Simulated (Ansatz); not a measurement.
MgF$_{2}$: stiffness from a series of strains

```yaml
crystal:
  lattice:
    - [4.62130, 0.00000, 0.00000]
    - [0.00000, 4.62130, 0.00000]
    - [0.00000, 0.00000, 3.01590]
  atoms:
    - { symbol: Mg, position: [0.00000, 0.00000, 0.00000] }
    - { symbol: Mg, position: [0.50000, 0.50000, 0.50000] }
    - { symbol: F, position: [0.30280, 0.30280, 0.00000] }
    - { symbol: F, position: [0.19720, 0.80280, 0.50000] }
    - { symbol: F, position: [0.69720, 0.69720, 0.00000] }
    - { symbol: F, position: [0.80280, 0.19720, 0.50000] }
```

Atom numbers follow the list: Mg1, Mg2, F3, F4, F5, F6.

The cell comes from COD entry 9007534, which wasn't checked; take it as a given geometry.

Level of theory: DFT, PBE, all-electron LAPW, scalar-relativistic in Ansatz 0.2.0.

Settings: a Γ-centred 5×5×7 k mesh, Fermi–Dirac smearing of 0.02 eV, basis error target 1 meV/atom, no spin polarisation.

The strain is applied along the Cartesian axes of the cell as listed (the other components stay zero). Fractional coordinates are held (clamped ions).

σ is the change of stress from the unstrained cell, which is at 6.25 GPa; tension is positive, so slopes are stress–strain coefficients at that pressure.

Only quantities that a quadratic follows smoothly over the whole series are listed; rougher ones are left out.

| εzz | σzz (GPa) | σxx (GPa) |
| --- | --- | --- |
| -0.0300 | -7.80 | -2.58 |
| -0.0100 | -2.44 | -0.81 |
| 0.0000 | 0.00 | 0.00 |
| 0.0100 | 2.28 | 0.77 |
| 0.0200 | 4.42 | 1.49 |
| 0.0300 | 6.43 | 2.17 |

Task: Fit the series and read off the stiffness at zero strain.

Result: Least-squares fits y = p0 + p1 x + p2 x² to the rows give σzz (GPa): p1 = 237, p2 = -760; σxx (GPa): p1 = 79.1, p2 = -230. So C33 = 237 GPa and C13 = 79 GPa, for these axes.

Task: One run, at εzz = -0.0200, is withheld. Predict its row.

Result: The fits give -5.05, -1.67; the run gave -5.03, -1.67.
